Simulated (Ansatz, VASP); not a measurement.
# NaCl in two plane-wave programs, part 2 of 2

One calculation is typed for both programs; each brings its own data sets and cutoff. How far apart do they land? The cell is taken from a series of VASP runs on this material, whose earlier steps may have relaxed, scaled or displaced it; both programs get it as it stands.

VASP 6.6.1 and Ansatz 0.2.0.

So far: Starting point; Ansatz: relaxation of cell and atoms, PBEsol; VASP: relaxation of cell and atoms, PBEsol.

### Step 4. Comparison

Known differences besides the potentials themselves: both relaxations stop at a tolerance, which leaves soft axes loose, and VASP keeps its plane-wave basis; the data sets hold 16 valence electrons in Ansatz (default PAW (the set named soft_2) files) and 14 in VASP; the cutoff is 420 eV in Ansatz and 450 eV in VASP; Ansatz makes its cores anew for this functional, VASP keeps those of its PBE data sets; VASP leaves aspherical gradient terms in its spheres out (LASPH is not set), Ansatz keeps them; Ansatz adds a Pulay correction to the stress that steers its cell, VASP none. Total energies have different zeros and are not compared.

The two programs side by side:

```csv
quantity,Ansatz,VASP,difference
volume (Å³),43.92,43.86,+0.14 %
"edge a after relaxation, in the typed setting (Å)",3.960,3.958,+0.05 %
```

The walks stopped with 0.02 GPa left in Ansatz and -0.02 GPa in VASP; each walk ends within a tolerance, so the volume difference is uncertain by about these residues over the bulk modulus, most in soft cells.

### Step 5. Ansatz: relaxation of cell and atoms, LDA

The relaxed volume is the usual yardstick between codes: its relative difference is about their pressure difference at one cell divided by the bulk modulus. The cell compared in this pair holds 40.71 Å³, against 43.92 Å³ for the pair before.

The cell is taken from a series of VASP runs on this material, whose earlier steps may have relaxed, scaled or displaced it; both programs get it as it stands.

Input file input.yaml:

```yaml
crystal:
  lattice:
    - [0.0, 2.7303486939, 2.7303486939]
    - [2.7303486939, 0.0, 2.7303486939]
    - [2.7303486939, 2.7303486939, 0.0]
  atoms:
    - { symbol: Cl, position: [0.5, 0.5, 0.5] }
    - { symbol: Na, position: [0.0, 0.0, 0.0] }
hamiltonian:
  xc: lda
  pseudopotentials: { kind: paw }
kpoints:
  mp_grid: { grid: [6, 6, 6] }
scf:
  occupations: { method: gaussian, width: 0.03 }
relax:
  f_tol: 0.01
  max_steps: 60
  cell: { stress_tol: 0.05 }
output:
  forces: true
  stress: true
```

Started as:

```sh
$ ansatz run input.yaml --threads 4 --pin off --max-ram 9216MiB --backend cpu --events-out ev --progress --plain --runs-dir out
```

Numbers of over 12 decimals in the logs are rounded to 6 here.

What it wrote:

```text
[...]
Crystal: 2 atoms, lattice volume = 40.708 Å³
Basis set: ecut = 420 eV, 821 PW (Γ)
Bands: 12, of which v1, the nominal top of the filled ones, is band 8 counted from 1 (7 counted from 0)
Symmetry: 48 space group operations
[...]
k-points: 16 of 216
[...]
0.023422      -0.000000      -0.000000
       -0.000000       0.023422      -0.000000
       -0.000000      -0.000000       0.023422
  P = ⅓ Tr σ = 0.0234 GPa (0.234 kbar)
--- Relaxed structure (2 steps of the walk, 2 accepted, 1 SCFs on fresh bases) ---
[...]
cell:  # Å, volume = 40.7568 Å³
    - [0, 2.731429, 2.731429]
    - [2.731429, 0, 2.731429]
    - [2.731429, 2.731429, 0]
  atoms:
    - { symbol: Cl, position: [0.5, 0.5, 0.5] }
    - { symbol: Na, position: [0, 0, 0] }
[key lines of the parts left out:]
SCF converged after 6 iterations
Free energy (F): -2514.331762 eV
Fermi energy:    4.178780 eV
```

Wall time 0.76 s (4 threads of Arm Neoverse V2, shared host); peak memory 0.27 GiB.

### Step 6. VASP: relaxation of cell and atoms, LDA

The same cell, functional (in two slightly different forms), mesh and smearing now go to VASP, with its own data sets and cutoff.

Input file INCAR:

```
SYSTEM = NaCl
PREC = Accurate
ENCUT = 450
EDIFF = 1E-06
NELM = 100
ISMEAR = 0
SIGMA = 0.03
LREAL = .FALSE.
ALGO = Normal
GGA = CA
NBANDS = 13
LORBIT = 11
LWAVE = .FALSE.
LCHARG = .FALSE.
KPAR = 4
IBRION = 2
NSW = 50
ISIF = 3
EDIFFG = -0.006
```

Input file POSCAR:

```
NaCl
1.0
    0.0000000000      2.7303486939      2.7303486939
    2.7303486939      0.0000000000      2.7303486939
    2.7303486939      2.7303486939      0.0000000000
Cl Na
1 1
Direct
    0.5000000000      0.5000000000      0.5000000000
    0.0000000000      0.0000000000      0.0000000000
```

Input file KPOINTS:

```
Automatic mesh
0
Gamma
6 6 6
0 0 0
```

The projector-augmented-wave data sets are Cl and Na_pv (LDA family, release 64).

Started as:

```sh
$ mpirun -np 4 vasp_std
```

What it wrote:

```text
[banner, memory and clock lines left out]
running    4 mpi-ranks, on    1 nodes
[...]
LDA part: xc-table for (Slater(with rela. corr.)+CA(PZ))
 , standard interpolation
 POSCAR, INCAR and KPOINTS ok, starting setup
[...]
entering main loop
       N       E                     dE             d eps       ncg     rms          rms(c)
DAV:   1     0.927336496475E+02    0.92734E+02   -0.67456E+03   416   0.989E+02
DAV:   2    -0.281493949650E+00   -0.93015E+02   -0.86243E+02   451   0.261E+02
DAV:   3    -0.746681530857E+01   -0.71853E+01   -0.71439E+01   546   0.695E+01
DAV:   4    -0.757250150499E+01   -0.10569E+00   -0.10565E+00   461   0.924E+00
[...]
DAV:   9    -0.738853951674E+01    0.11280E-03   -0.17324E-04   481   0.110E-01    0.152E-01
DAV:  10    -0.738852687441E+01    0.12642E-04   -0.11102E-04   521   0.100E-01    0.490E-03
DAV:  11    -0.738852636033E+01    0.51408E-06   -0.38226E-06   476   0.237E-02
   1 F= -.73885264E+01 E0= -.73885264E+01  d E =-.738853E+01
[...]
reached required accuracy - stopping structural energy minimisation
```

Parts of OUTCAR (step 6):

```text
  Total       -0.0054027     -0.0054027     -0.0054027     -0.0000000      0.0000000     -0.0000000
  in kB       -0.2126377     -0.2126377     -0.2126377     -0.0000000      0.0000000     -0.0000000
  external PRESSURE =      -0.2126377 kB  Pullay stress =       0.0000000 kB

 POSITION                                       TOTAL-FORCE (eV/Angst)
 -----------------------------------------------------------------------------------
      2.73035      2.73035      2.73035        -0.000000      0.000000      0.000000
      0.00000      0.00000      0.00000         0.000000     -0.000000     -0.000000
 -----------------------------------------------------------------------------------
    total drift:                                0.000000      0.000000      0.000000

  FREE ENERGIE OF THE ION-ELECTRON SYSTEM (eV)
  ---------------------------------------------------
  free  energy   TOTEN  =        -7.3885263603 eV

  energy  without entropy=       -7.3885263603  energy(sigma->0) =       -7.38852636

[... 2 parts as in an earlier step ...]

[... 2 further parts left out ...]
[key lines of the parts left out:]
E-fermi :  -0.1278
```

### Step 7. Differences

What differs besides the data sets and the points named for the pairs above, as far as they apply: the two LDA forms differ slightly; VASP's log shows a relativistic correction to its local exchange, Ansatz's none. Total energies have different zeros and are not compared.

Compared:

```csv
quantity,Ansatz,VASP,difference
volume (Å³),40.76,40.71,+0.12 %
"edge a after relaxation, in the typed setting (Å)",3.863,3.861,+0.04 %
```

The walks stopped with 0.02 GPa left in Ansatz and -0.02 GPa in VASP; each walk ends within a tolerance, so the volume difference is uncertain by about these residues over the bulk modulus, most in soft cells.

### Step 8. Results

- difference in volume (relaxation of cell and atoms, PBEsol): 0.14 %
- difference in volume (relaxation of cell and atoms, LDA): 0.12 %

The difference in volume is 0.14 % (relaxation of cell and atoms, PBEsol), within the 1.2 % picked in this series as the mark of a large difference, as far as the stopping tolerances let one tell. Such differences can come from data sets, numerical settings and the points named under the comparisons, not from the functional's error against experiment.

[Lines on the potential files, build, host, timing and source positions are cut from VASP's logs without a mark.]

[Logs are printed without paths, hosts, clocks, repeated set-up lines and the standing remarks that a program may print on its own settings, such as how far it seeks lower states.]

[Hosts, paths, dates, database ids (printed as entryN), source tags and the programs' standing remarks are cut or masked in the printed files.]
